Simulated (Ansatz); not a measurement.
Runs of Ansatz 0.2.0 on Te2Mo. It takes space group P2_1/m (No. 11, monoclinic). Conventional cell: a = 6.330 Å, b = 3.469 Å, c = 13.860 Å, α = 90.00°, β = 93.92°, γ = 90.00°. Te (site symmetry m) has 3 Mo at 2.79 to 2.81 Å as nearest neighbours. Te (site symmetry m) is surrounded by 3 Mo at 2.70 Å. Te (site symmetry m) has 3 Mo at 2.79 to 2.82 Å as nearest neighbours. Around Te (site symmetry m) lie 3 Mo at 2.70 to 2.71 Å. Around Mo (site symmetry m) lie 6 Te at 2.70 to 2.82 Å and 2 Mo at 2.89 Å. Mo (site symmetry m) is surrounded by 6 Te at 2.70 to 2.81 Å and 2 Mo at 2.90 Å. 

```csv
task,level,cell,smearing,points for each segment of the path,gap on the mesh (eV),pressure (GPa),relaxed volume (Å³/atom),largest force (eV/Å)
single point,PBE,as given,gaussian 0.012 eV,-,none,2.5,-,0.15
relaxation of cell and atoms,PBE+D4,relaxed,fermi-dirac 0.05 eV,-,-,0.0,24.39,0.01
band structure,PBEsol,as given,fermi-dirac 0.05 eV,10,none,-1.4,-,(b)
single point,PBE,as given,gaussian 0.015 eV,-,none,2.5,-,0.15
relaxation of cell and atoms,revPBE+D3(BJ),relaxed,fermi-dirac 0.05 eV,-,-,0.0,23.37,-
relaxation of cell and atoms,RPBE+D4,relaxed,fermi-dirac 0.05 eV,-,-,0.0,23.68,0.01
relaxation of cell and atoms,revPBE+D4,relaxed,fermi-dirac 0.05 eV,-,-,0.0,23.91,-
relaxation of cell and atoms,BLYP,relaxed,fermi-dirac 0.05 eV,-,-,0.0,42.51,-
band structure,LDA,as given,fermi-dirac 0.05 eV,10,none,-3.3,-,0.41
relaxation of cell and atoms,LDA,relaxed,fermi-dirac 0.05 eV,-,-,0.0,(d),-
band structure,BLYP,as given,fermi-dirac 0.05 eV,10,none,(a),-,0.50
relaxation of cell and atoms,BLYP+D4,relaxed,fermi-dirac 0.05 eV,-,-,0.0,(c),0.01
```

Alike in all rows: potentials or basis Ansatz PAW; no spin polarisation; k mesh 4 × 8 × 2; cutoff (eV) 420.

**Question.** Fill in the values left out.

**Answer.** (a) 8.6; (b) 0.23; (c) 25.21; (d) 24.02.

Caveats: the PAW data sets come from PBE, with cores solved anew for the run's functional, which leaves a small shift of forces and pressure (some runs); the plane-wave basis is chosen anew once the cell has moved, so the energies of steps on either side of that aren't comparable (some runs); spin-orbit coupling is left out, which moves the levels of the heavy elements (some runs); the volume moved by over 15 % at a fixed basis, so the end points are rough (some runs); the volume moved by +68 % from the deposited cell, more than functionals usually miss (some runs).

A k mesh can miss the band edges, and the runs leave out spin-orbit coupling on Mo, Te.

A gap of «none» marks a metal or a gap under the smearing width.
